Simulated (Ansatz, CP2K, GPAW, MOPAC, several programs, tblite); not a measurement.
Many methods on one cell: ZnSnN2 (ordering on zincblende)

ZnSnN2, ordered on the zincblende lattice (P-4m2) with 4 atoms a cell, relaxed with r2SCAN in Ansatz, was computed with several methods. Space group P-4m2 (No. 115), tetragonal; conventional cell a = 3.382 Å, c = 4.700 Å, 13.44 Å³ an atom. Zn is surrounded by 4 N at 2.05 Å; N is surrounded by 2 Zn at 2.05 Å and 2 Sn at 2.07 Å; Sn is surrounded by 4 N at 2.07 Å. Spin-unpolarised throughout. Whether this structure exists isn't addressed.

```
Zn N Sn
1.0
     3.38202    0.00000    0.00000
     0.00000    3.38202    0.00000
     0.00000    0.00000    4.69964
Zn N Sn
1 2 1
Direct
  0.00000 0.00000 0.00000
  0.00000 0.50000 0.24484
  0.50000 0.00000 0.75516
  0.50000 0.50000 0.50000
```

Gaps and times are for a single point on this cell; volume and bulk modulus come from each method's own relaxation or energy curve at fixed shape, which is too stiff where a cell has free coordinates or axes. Times are rough, from shared hosts (Arm Neoverse V1), and each method has its own mesh and cell size. A double dagger marks a value from a curve with shape and coordinates held. PM7 (MOPAC): levels, charges or heat of formation failed a check of plausibility, so no values are given. PM6 (MOPAC), PM7 (MOPAC), GFN1-xTB (tblite), GFN2-xTB (tblite) treat a cluster of cells at its zone centre, which samples few k points: where these miss a band edge, the gap comes out too large for that reason alone. Gaps from k meshes are read at a limited set of points (mesh, symmetry points, PBE's band edges), so each method's own least gap may be somewhat smaller. xTB and the PM methods were fitted mostly to molecules, and can miss a solid's gap by electronvolts. Minimal bases can be far off for gaps. d marks a direct gap, i an indirect one (no mark: not told apart), a dash a value that wasn't computed or didn't pass its checks.

```csv
method,kind,gap (eV),own volume (Å³/atom),bulk modulus (GPa),atoms computed,processor time
light PBE (260 eV and a coarse mesh),light plane-wave,0,–,–,4,1.6 s
PM7 (MOPAC),semi-empirical,–,–,–,72,3 s
GFN1-xTB (tblite),tight binding,0.16,–,–,72,4 s
PM6 (MOPAC),semi-empirical,1.54,–,–,72,4.3 s
GFN2-xTB (tblite),tight binding,0.41,–,–,72,8.5 s
PBE,semilocal,0.02,13.88,138‡,4,9 s
PBE/SZV (CP2K),small basis,0.11 d,14.39‡,126‡,4,11 s
PBE/single zeta (GPAW),small basis,0.03 d,–,–,4,24 s
r2SCAN,semilocal,0.32 d,13.44,159‡,4,25 s
PBE/DZVP (CP2K),small basis,0.21 d,14.12‡,128‡,4,33 s
```

Against r2SCAN (0.32 eV) and with closed or daggered gaps left aside, the nearest gap at the points sampled is that of GFN2-xTB (tblite) (+0.09 eV) and the farthest that of PM6 (MOPAC) (+1.22 eV). r2SCAN is only a yardstick of convenience: semilocal gaps usually lie below measured ones, which GLLB-SC and hybrids aim to mend.

Volumes against r2SCAN's: PBE +3.3 %.

With PBE the bands overlap or touch, or nearly. Semilocal functionals can close a real gap, so this doesn't show a metal; small gaps of other methods may in turn close between the points read or with spin-orbit coupling, and the solid may be a semimetal.

No spin-orbit coupling is included; it can move band edges with weight on the heavy atoms by tenths of an eV.
